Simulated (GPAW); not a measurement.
Here is a GPAW 26.7.0 calculation.

The input run.py:

```python
from ase.filters import FrechetCellFilter
from ase.io import read, write
from ase.optimize import BFGS
from gpaw import GPAW, PW, setup_paths

setup_paths.insert(0, '.')

atoms = read('C.xyz')

calc = GPAW(mode=PW(800),
            xc='GGA_X_PBEINT+GGA_C_PBEINT',
            kpts={'size': (7, 7, 2), 'gamma': True},
            occupations={'name': 'fermi-dirac', 'width': 0.05},
            nbands=32,
            convergence={'density': 1e-06, 'energy': 1e-06, 'eigenstates': 1e-10},
            maxiter=150,
            txt='gpaw.txt')
atoms.calc = calc
opt = BFGS(FrechetCellFilter(atoms), trajectory='relax.traj', logfile='-')
done = opt.run(fmax=0.02, steps=100)
calc.write('gs.gpw')
write('result.traj', atoms)
print('Converged:', done)
print('Cell:', atoms.cell.cellpar().round(4))
print('Volume:', round(atoms.get_volume(), 4))
print(atoms.get_scaled_positions().round(5))
```

C.xyz

```xyz
8
Lattice="2.5221000000 0.0000000000 0.0000000000 -1.2610500000 2.1842026709 0.0000000000 0.0000000000 0.0000000000 8.2371000000" Properties=species:S:1:pos:R:3 pbc="T T T"
C      1.2610500001      0.7280675569      6.9500531250
C     -0.0000000001      1.4561351140      2.8315031250
C      1.2610500001      0.7280675569      5.4055968750
C     -0.0000000001      1.4561351140      1.2870468750
C      0.0000000000      0.0000000000      7.4648718750
C      0.0000000000      0.0000000000      3.3463218750
C      0.0000000000      0.0000000000      4.8907781250
C      0.0000000000      0.0000000000      0.7722281250
```

Potentials or basis: PAW data sets generated in the run's folder for this functional, pw.

Launch:

```bash
$ gpaw-setup -f GGA_X_PBEINT+GGA_C_PBEINT C
$ OMP_NUM_THREADS=1 python run.py
```

Problem. What does it give for the band gap on the k mesh?

Solution. 4.39 eV, indirect (least direct gap 5.25 eV).

Problem. What does it give for the relaxed volume?

Solution. 5.65 Å³/atom.

Problem. Predict the space group after relaxing (to 0.05 Å).

Solution. P6_3/mmc (No. 194).

The path:
```csv
step,energy change (eV),largest force (eV/Å),pressure (GPa),volume (Å³)
1,0.0000,0.3305,-1.82,45.38
2,-0.0096,0.0885,-1.71,45.36
3,-0.0125,0.0395,-1.47,45.34
4,-0.0145,0.0984,-1.14,45.30
5,-0.0178,0.1250,-0.39,45.22
6,-0.0191,0.0680,0.02,45.18
7,-0.0193,0.0127,0.09,45.17
```

Caveat: the k mesh is coarse; later steps reuse the first step's grids; an odd mesh through Γ misses points on the zone boundary, where band edges often lie.
